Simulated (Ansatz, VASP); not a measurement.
BaS: VASP beside Ansatz

```
CELL_PARAMETERS angstrom
0.00000 3.19375 3.19375
3.19375 0.00000 3.19375
3.19375 3.19375 0.00000
ATOMIC_POSITIONS crystal
Ba 0.00470 0.00470 0.99530
S 0.50000 0.50000 0.50000
```

Alike in both runs: task single point; functional revPBE; k mesh 6 × 6 × 6; no spin polarisation.

|  | VASP | Ansatz |
| --- | --- | --- |
| version | VASP 6.6.1 | Ansatz 0.2.0 |
| potentials or method | VASP PAW PBE potentials, release 64 (Ba_sv, S) | plane waves, PAW |
| plane-wave cutoff (eV) | 520 | 420 |
| occupations | gaussian, width 0.01 eV | fixed |
| valence electrons in the cell | 16 | 16 |

|  | VASP | Ansatz | Ansatz less VASP |
| --- | --- | --- | --- |
| gap on the k mesh at the Fermi level (eV) | 2.22 | 2.32 | +0.103 |

Caveats: spin-orbit coupling is left out, which moves the levels of the heavy elements. A k mesh can miss the band edges.
